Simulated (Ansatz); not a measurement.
Predict the output of the script below (the Python package of Ansatz (0.2.0)).

`pdos.py`
```python
# -*- coding: utf-8 -*-
"""Projected density of states of TePb."""

import ansatz as az
import matplotlib.pyplot as plt
import numpy as np

XC = "lda"
MESH = (2, 4, 4)
SMEARING = "fixed"
EXTRA_BANDS = 22


def main():
    lattice = az.Lattice.of(
        (7.971738, 0.0, 0.0),
        (0.0, 4.570583, 0.0),
        (0.0, 0.0, 7.914968),
    )
    sites = [
        ("Te", (0.248907, 0.75, 0.083383)),
        ("Te", (0.748907, 0.75, 0.416617)),
        ("Te", (0.251093, 0.25, 0.583383)),
        ("Te", (0.751093, 0.25, 0.916617)),
        ("Pb", (0.001532, 0.75, 0.748745)),
        ("Pb", (0.501532, 0.75, 0.751255)),
        ("Pb", (0.498468, 0.25, 0.248745)),
        ("Pb", (0.998468, 0.25, 0.251255)),
    ]
    xtal = az.Crystal(lattice=lattice)
    for symbol, position in sites:
        xtal = xtal.atom(symbol, position)

    model = (
        xtal.calculation()
        .functional(XC)
        .kpoints(*MESH)
        .occupations(SMEARING)
        .scf(extra_bands=EXTRA_BANDS)
        .density_of_states(projected=True, energy_step=0.05)
    )
    result = model.run(threads=1)
    summary = result.report

    dos = result.density_of_states()
    energy = np.asarray(dos.energies_ev) - dos.fermi_ev
    curves = {}
    for site in result.projected_density_of_states().sites:
        for shell in site.shells:
            weight = sum(np.sum(curve.g_bin_mean_per_ev, axis=0) for curve in shell.curves)
            name = f"{site.species} {shell.label}"
            curves[name] = curves.get(name, 0) + weight

    window = (energy > -10) & (energy < 4)
    fig, ax = plt.subplots(figsize=(5.5, 3.5))
    for name, g in curves.items():
        if g[window].max() > 0.05:
            ax.plot(energy[window], g[window], label=name, lw=1)
            print(f"{name:8s} peak {g[window].max():7.3f} states/eV at {energy[window][g[window].argmax()]:6.2f} eV")
    ax.set(xlabel="E - E_F (eV)", ylabel="states/eV")
    ax.legend(fontsize=7)
    fig.tight_layout()
    fig.savefig("pdos.png", dpi=100)


if __name__ == "__main__":
    main()
```

```console
$ python pdos.py
DeckWarning: basis.ecutwfc = 420 eV, auto-derived from the records' recommended cutoffs: set by Te (normal level)
Te 5S    peak   1.026 states/eV at  -7.87 eV
Te 5P    peak   7.463 states/eV at  -2.42 eV
Pb 6S    peak  10.182 states/eV at  -8.42 eV
Pb 6P    peak   9.021 states/eV at   2.63 eV
```
(Warnings from the package without file and line.)

What to keep in mind:
- Within a few hundredths of an angstrom the cell has the higher group P6_3/mmc; the lower one is a small distortion.
- Peaks are the largest values inside the energy window taken; deeper bands lie outside it.
- The crystal has a gap of about 0.12 eV on the mesh; bins of finite width blur the band edges.
- Spin-orbit coupling, which matters for elements this heavy, is left out.
- This cell is a computed structure, which may not be the phase found in nature.
- Curves are summed over the cell's atoms. Only shells that the potentials hold have channels, so projections don't add up to the total, least of all where a shell is missing (p of most metals); heights and places of peaks move with the mesh.
- The computed bands are complete only to about 7.5 eV above the Fermi level; beyond that the density of states is undercounted.
- By the engine's processor time: 21 s on 1 thread of Intel(R) Xeon(R) Processor @ 2.30GHz, on a shared host, peak memory 0.86 GiB.
